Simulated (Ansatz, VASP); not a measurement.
TlH5 in VASP and in Ansatz

```xyz
6
Lattice="3.6109 0.0000 0.0000 -1.8054 3.1271 0.0000 0.0000 0.0000 4.5991" Properties=species:S:1:pos:R:3 pbc="T T T"
Tl    0.0000    0.0000    0.0000
H     0.0000    2.0847    0.0000
H     1.8054    1.0424    0.0000
H     1.8054    0.0000    2.2996
H     0.9027    1.5636    2.2996
H    -0.9027    1.5636    2.2996
```

Change from the starting cell: species swapped into the DyNi5 type (P6/mmm, No. 191).

Alike in both runs: functional PBE; k mesh 12 × 12 × 8; occupations gaussian, width 0.1 eV; no spin polarisation.

Ansatz relaxed the structure, and its values are those at the end. VASP's run is a single point on that final structure, the one shown.

|  | VASP | Ansatz |
| --- | --- | --- |
| version | VASP 6.6.1 | Ansatz 0.2.0 |
| potentials or method | VASP PAW PBE potentials, release 64 (Tl_d, H) | scalar-relativistic, plane waves, PAW |
| plane-wave cutoff (eV) | 520 | 420 |
| valence electrons in the cell | 18 | 18 |

```csv
,VASP,Ansatz,Ansatz less VASP
gap on the k mesh at the Fermi level (eV),none,none,-
pressure (GPa),-0.2,0.0,+0.17
```

A gap of «none» marks a metal or a gap that the smearing closes. With one functional, cell and mesh, what is left measures potentials, basis and numerics.

The runs have no spin-orbit coupling, so splittings on Tl are missing.
